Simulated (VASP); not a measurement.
Here is a VASP 6.6.1 calculation.

The input INCAR:

```
ALGO = Normal
EDIFF = 1E-6
EDIFFG = -0.01
ENCUT = 600
GGA = PS
IBRION = 2
ISIF = 3
ISMEAR = 0
KPAR = 4
LASPH = T
LCHARG = F
LREAL = F
LWAVE = F
NELM = 80
NSW = 90
PREC = Accurate
SIGMA = 0.03
```

File KPOINTS:

```
k-points
0
Gamma
  4 8 6
```

The input POSCAR:

```
SnS
1.0
   11.2000000000      0.0000000000      0.0000000000
    0.0000000000      3.9870000000      0.0000000000
    0.0000000000      0.0000000000      4.3340000000
Sn S
4 4
Direct
    0.1194000000      0.2500000000      0.1198000000
    0.3806000000      0.7500000000      0.6198000000
    0.6194000000      0.2500000000      0.3802000000
    0.8806000000      0.7500000000      0.8802000000
    0.8508000000      0.2500000000      0.4793000000
    0.6492000000      0.7500000000      0.9793000000
    0.3508000000      0.2500000000      0.0207000000
    0.1492000000      0.7500000000      0.5207000000
```

Potentials or basis: VASP PAW PBE potentials, release 64 (Sn_d, S).

The run is started by

```sh
$ cat potpaw_PBE.64/Sn_d/POTCAR potpaw_PBE.64/S/POTCAR > POTCAR
$ mpirun -np 4 vasp_std > vasp.out
```

Estimate the relaxed cell.

a = 11.083 Å, b = 3.984 Å, c = 4.242 Å, α = 90.00°, β = 90.00°, γ = 90.00°.

What does it give for the relaxed volume?

23.42 Å³/atom.

Estimate the band gap on the k mesh.

0.77 eV, indirect (least direct gap 1.08 eV).

Forces in eV/Å, atoms in the order of the input:
```
Sn  -0.003  0.000 -0.009
Sn   0.003  0.000 -0.009
Sn  -0.003  0.000  0.009
Sn   0.003  0.000  0.009
S    0.001  0.000  0.002
S   -0.001  0.000  0.002
S    0.001  0.000 -0.002
S   -0.001  0.000 -0.002
```

Caveat: the PAW data sets were made with another functional, which shifts forces and pressure a little; spin-orbit coupling is left out, which moves the levels of the heavy elements. A k mesh can miss the band edges.
